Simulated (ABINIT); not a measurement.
HfC: single point with PBE

Crystal: HfC.

```
Hf C
1.0
     0.00000    2.32500    2.32500
     2.32500    0.00000    2.32500
     2.32500    2.32500    0.00000
Hf C
1 1
Direct
  0.50000 0.50000 0.50000
  0.00000 0.00000 0.00000
```

```
Program             : ABINIT 10.8.3 (patched build)
Task                : single point
Functional          : PBE
Potentials or basis : PseudoDojo NC SR PBE v0.4.1 standard
Cutoff              : 844 eV
k mesh              : 8 × 8 × 8
Occupations         : fermi-dirac, width 0.05 eV
Spin                : no spin polarisation
```

The band gap on the k mesh is none (metal or under the smearing width) and the valence electrons inside the program's atomic spheres are Hf 8.44; C 3.91.

Levels at points of the mesh, in eV from the Fermi level:
```
           k point  band 6  band 7  band 8  band 9  band 10  band 11
(0.00, 0.00, 0.00)    1.09    1.09    1.09    1.47     1.47     1.47
(0.50, 0.00, 0.00)   -6.08   -2.92   -2.92    5.40     5.40     5.85
(0.50, 0.50, 0.00)   -2.53   -1.69   -0.02   -0.02     5.39     6.82
```

Run time: 14 s on 1 thread of Arm Neoverse V2 (shared host), peak memory 0.06 GiB.

 The run has no spin-orbit coupling, so splittings on Hf are missing.
